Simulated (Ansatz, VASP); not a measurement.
**AlNi3 in VASP and in Ansatz**

```
CELL_PARAMETERS angstrom
3.52305 0.00000 0.00000
0.00000 3.52305 0.00000
0.00000 0.00000 3.52305
ATOMIC_POSITIONS crystal
Al 0.00000 0.00000 0.00000
Ni 0.00000 0.50000 0.50000
Ni 0.50000 0.00000 0.50000
Ni 0.50000 0.50000 0.00000
```

The cell is a database's computed one.

Alike in both runs: task single point; functional PBE; k mesh 12 × 12 × 12; occupations gaussian, width 0.05 eV; no spin polarisation.

```csv
,VASP,Ansatz
version,VASP 6.6.1,Ansatz 0.2.0
potentials or method,"VASP PAW PBE potentials, release 64 (Al, Ni)","scalar-relativistic, plane waves, PAW"
plane-wave cutoff (eV),520,420
valence electrons in the cell,33,57
```

```csv
,VASP,Ansatz,Ansatz less VASP
gap on the k mesh at the Fermi level (eV),none,none,-
pressure (GPa),7.0,7.0,+0.02
```

A gap of «none» marks a metal or a gap that the smearing closes. With one functional, cell and mesh, what is left measures potentials, basis and numerics. The two sets of potentials don't hold the same shells in valence.

Spin polarisation is off, so any magnetic state and its effect on volume and gap are missing.
